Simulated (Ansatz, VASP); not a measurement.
## One calculation of SrO, two programs

The input INCAR:

```
SYSTEM = SrO
PREC = Accurate
ENCUT = 520
EDIFF = 1E-6
ISMEAR = -1
SIGMA = 0.05
LREAL = .False.
LASPH = .True.
NELM = 80
ALGO = Normal
ISIF = 2
LWAVE = .False.
LCHARG = .True.
LELF = .True.
LVHAR = .True.
NBANDS = 24
```

Contents of KPOINTS:

```
regular mesh
0
Gamma
  9 9 5
  0 0 0
```

The input POSCAR:

```
SrO
1.0
    3.4807516534      0.0000000000      0.0000000000
   -1.7403758267      3.0144193562      0.0000000000
    0.0000000000      0.0000000000      6.0903846125
Sr O
2 2
Direct
    0.6666666667      0.3333333333      0.7500000000
    0.3333333333      0.6666666667      0.2500000000
    0.0000000000      0.0000000000      0.5000000000
    0.0000000000      0.0000000000      0.0000000000
```

input.yaml

```yaml
crystal:
  lattice:
    - [3.4807516534, 0.0, 0.0]
    - [-1.7403758267, 3.0144193562, 0.0]
    - [0.0, 0.0, 6.0903846125]
  atoms:
    - { symbol: Sr, position: [0.6666666667, 0.3333333333, 0.75] }
    - { symbol: Sr, position: [0.3333333333, 0.6666666667, 0.25] }
    - { symbol: O, position: [0.0, 0.0, 0.5] }
    - { symbol: O, position: [0.0, 0.0, 0.0] }
kpoints:
  mp_grid: { grid: [9, 9, 5] }
scf:
  occupations: { method: fermi_dirac, width: 0.05 }
hamiltonian:
  xc: lda
  pseudopotentials: { kind: all_electron, lapw: { basis_error: 0.002 } }
output:
  forces: true
  stress: true
  eigenvalues: true
```

Change from the starting cell: volume scaled by 0.94.

Alike in both runs: task single point; functional LDA; k mesh 9 × 9 × 5; occupations fermi-dirac, width 0.05 eV; no spin polarisation.

|  | VASP | Ansatz |
| --- | --- | --- |
| version | VASP 6.6.1 | Ansatz 0.2.0 |
| potentials or method | VASP PAW LDA potentials, release 64 (Sr_sv, O) | all-electron LAPW, scalar-relativistic |
| plane-wave cutoff (eV) | 520 | see its input |

```csv
,VASP,Ansatz,Ansatz less VASP
gap on the k mesh at the Fermi level (eV),2.92,2.97,+0.048
least direct gap on the mesh (eV),3.18,3.22,+0.042
pressure (GPa),0.6,-0.2,-0.85
```

Ansatz ran all-electron here, so the differences hold the error of VASP's frozen core and of both bases.

Caveats: an odd mesh through Γ misses points on the zone boundary, where band edges often lie.
